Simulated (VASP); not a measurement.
A run of VASP 6.6.1 is set up as follows.

Contents of INCAR:

```
SYSTEM = AlAs
  ALGO = Normal
  DIPOL = 0.5 0.5 0.500
  EDIFF = 1E-6
  ENCUT = 520
  IDIPOL = 3
  ISIF = 2
  ISMEAR = 0
  KPAR = 8
  LASPH = .True.
  LCHARG = .True.
  LDIPOL = .True.
  LREAL = .False.
  LVACPOTAV = .True.
  LVHAR = .True.
  LWAVE = .False.
  NELM = 80
  PREC = Accurate
  SIGMA = 0.05
```

The input KPOINTS:

```
k-points
0
Gamma
  4 6 1
  0 0 0
```

POSCAR

```
AlAs                                    
1.0
    5.6608000000      0.0000000000      0.0000000000
    0.0000000000      4.0027900670      0.0000000000
    0.0000000000      0.0000000000     28.0083702010
  Al              As            
     7     7
Direct
     0.5628997015391360    0.5000000000000000    0.3020252278414214
     0.9795723344863774    0.0000000000000000    0.3526399106924847
     0.4853638951924579    0.5000000000000000    0.4287477468865706
     0.9829832251640699    0.0000000000000000    0.5000000000000000
     0.4853638951924579    0.5000000000000000    0.5712522531134295
     0.9795723344863774    0.0000000000000000    0.6473600893075152
     0.5628997015391360    0.5000000000000000    0.6979747721585788
     0.7675157827988721    0.0000000000000000    0.2757768366373122
     0.2316711553145248    0.5000000000000000    0.3569009643564402
     0.7391884130943946    0.0000000000000000    0.4270424748833210
     0.2345942099844047    0.5000000000000000    0.5000000000000000
     0.7391884130943946    0.0000000000000000    0.5729575251166793
     0.2316711553145248    0.5000000000000000    0.6430990356435600
     0.7675157827988721    0.0000000000000000    0.7242231633626879
```

Potentials or basis: VASP PAW LDA potentials, release 64 (Al, As).

Command:

```console
$ cat potpaw_LDA.64/Al/POTCAR potpaw_LDA.64/As/POTCAR > POTCAR
$ mpirun -np 8 vasp_std > vasp.out
```

What does it give for the ionisation potential of the upper face?

5.49 eV.

Estimate the largest force.

0.248 eV/Å.

Predict the band gap on the k mesh.

0.72 eV, indirect (least direct gap 1.36 eV).

Forces in eV/Å, atoms in the order of the input:
```
Al   0.015  0.000 -0.018
Al   0.028  0.000  0.003
Al   0.004  0.000  0.001
Al   0.011  0.000  0.000
Al   0.004  0.000 -0.001
Al   0.028  0.000 -0.003
Al   0.015  0.000  0.018
As  -0.064  0.000  0.240
As   0.028  0.000  0.010
As  -0.014  0.000  0.020
As  -0.006  0.000  0.000
As  -0.014  0.000 -0.020
As   0.028  0.000 -0.010
As  -0.064  0.000 -0.240
```

A hybrid or GW would open this gap; LDA tends to underestimate it.
